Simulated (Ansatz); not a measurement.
An input for Ansatz 0.2.0 (CsH):

The input input.yaml:

```yaml
crystal:
  lattice:
    - [0.0, 3.188, 3.188]
    - [3.188, 0.0, 3.188]
    - [3.188, 3.188, 0.0]
  atoms:
    - { symbol: Cs, position: [0.0, 0.0, 0.0] }
    - { symbol: H, position: [0.5, 0.5, 0.5] }
kpoints:
  mp_grid: { grid: [6, 6, 6] }
scf:
  occupations: { method: fermi_dirac, width: 0.05 }
hamiltonian:
  xc: hse06
  pseudopotentials: { kind: all_electron, datasets: crystal }
output:
  forces: true
  stress: true
  eigenvalues: true
```

Potentials or basis: all-electron PAW datasets made for the crystal.

Command:

```sh
$ ansatz run input.yaml --threads 2 --pin off --max-ram 8192MiB --backend cpu --events-out ev --progress --plain --runs-dir out
```

Problem. How does this run end?

Solution. The run stopped without a result. It printed:

Output:

```text
Error: hamiltonian.pseudopotentials.datasets: crystal, beside a feature not held to (output.eigenvalues: true / output.band_residual_tolerance) — the datasets of this kind: all_electron run are made for its crystal, and no such run has been held to what stands beside, or a reason given rules it out; change each as told or leave it out, or set another kind (and leave the keys of all_electron out)
```
